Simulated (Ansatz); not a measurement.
A run of Ansatz 0.2.0 is set up as follows.

input

```
crystal:
  lattice:
    - [-2.495898, 2.650863, 1.436947]
    - [2.495898, -2.650863, 1.436947]
    - [2.495898, 2.650863, -1.436947]
  atoms:
    - { symbol: Ge, position: [0.314057, 0.064057, 0.25] }
    - { symbol: Ge, position: [0.685943, 0.935943, 0.75] }
hamiltonian:
  xc: pbe0
  pseudopotentials: { kind: paw }
kpoints:
  mp_grid: { grid: [6, 6, 6] }
scf:
  occupations: { method: fermi_dirac, width: 0.05 }
output:
  forces: true
  stress: true
  eigenvalues: true
relax:
  f_tol: 0.01
  max_steps: 40
  cell: { stress_tol: 0.05 }
```

(1) Predict the relaxed volume.

(2) Predict the space group after relaxing (to 0.05 Å).

(3) What does it give for the band gap on the k mesh?

(4) What does it give for the relaxed cell?

Results:

(1) 18.51 Å³/atom.

(2) Imma (No. 74).

(3) none (metal or under the smearing width).

(4) a = 3.916 Å, b = 3.916 Å, c = 3.916 Å, α = 101.84°, β = 92.60°, γ = 138.55°.

Caveat: the k mesh is coarse (spacing up to 0.42 Å⁻¹), so the values aren't converged, least of all with exact exchange; the PAW data sets come from PBE, with cores solved anew for the run's functional, which leaves a small shift of forces and pressure.
